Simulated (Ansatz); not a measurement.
## HgSe: from a first guess to the relaxed zincblende type

First guess:

```xyz
2
Lattice="0.0000 3.0975 3.0975 3.0975 0.0000 3.0975 3.0975 3.0975 0.0000" Properties=species:S:1:pos:R:3 pbc="T T T"
Hg    0.0000    0.0000    0.0000
Se    1.5487    1.5487    1.5487
```

These are results of DFT, PBE, PAW with Ansatz's default frozen-core files, scalar-relativistic (Ansatz 0.2.0), not measurements.

Cell and atoms relax within the symmetry of the start on a 11×11×11 k mesh with 0.03 eV Fermi–Dirac smearing.

The start is built from a prototype, known or not as a phase of this compound; the cutoff is 420 eV.

Spin–orbit coupling is left out, though it moves levels of the heavy atoms by tenths of an eV or more.

What is the pressure of the first guess?

1.44 GPa.

What does it relax to?

a = 6.262 Å, b = 6.262 Å, c = 6.262 Å, α = 90.00°, β = 90.00°, γ = 90.00° (conventional cell), 30.69 Å³ per atom:
```xyz
2
Lattice="0.0000 3.1308 3.1308 3.1308 0.0000 3.1308 3.1308 3.1308 0.0000" Properties=species:S:1:pos:R:3 pbc="T T T"
Hg    0.0000    0.0000    0.0000
Se    1.5654    1.5654    1.5654
```

How much energy does the relaxation release?

4 meV/atom.
